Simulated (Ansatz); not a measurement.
Consider the ligand exchange at the Al–C bond: `CC(C)[CH2][AlH2]` + `CCCS` → `CCC[S][AlH2]` + `CC(C)C`.

Calculated with Ansatz (gas phase, PBE0-D4/def2-TZVP geometries, no zero-point term in ΔE). CBS: MP2 limit from def2 TZ/QZ plus the TZ coupled-cluster correction, frozen cores. DFT in def2-TZVPP. B3LYP here is the variant with VWN-RPA as its local correlation; programs differ in this. One conformer a species, not always the lowest.

| level | ΔE (kJ/mol) | difference from CCSD(T)/CBS |
| --- | --- | --- |
| PBE-D4 | -129.4 | 2.3 |
| r2SCAN-D4 | -134.5 | -2.8 |
| PBE0-D4 | -131.1 | 0.6 |
| ωB97M-V | -127.3 | 4.4 |
| B2PLYP | -133.4 | -1.7 |
| PBE | -130.9 | 0.8 |
| r2SCAN | -134.9 | -3.2 |
| PBE0 | -132.4 | -0.7 |
| B3LYP | -132.9 | -1.2 |
| HF/def2-TZVPP | -139.7 | -8.0 |
| MP2/def2-TZVPP | -132.9 | -1.2 |
| SCS-MP2/def2-TZVPP | -132.0 | -0.3 |
| HF/def2-QZVPP | -139.0 | -7.3 |
| SCS-MP2/def2-QZVPP | -133.0 | -1.3 |
| HF/CBS(def2) | -138.9 | -7.2 |
| MP2/CBS(def2) | -134.5 | -2.8 |
| CCSD(T)/CBS | -131.7 | 0 |

Largest T1 diagnostic among the species: 0.010.

In def2-TZVPP, CCSD(T) changes the Hartree–Fock value by +9.6 kJ/mol (the triples alone add −0.0 kJ/mol) and MP2 by +6.8 kJ/mol.

CCSD(T)/CBS has its own doubt, a few kJ/mol and more with outer-core shells, so smaller differences from it don't rank the levels.
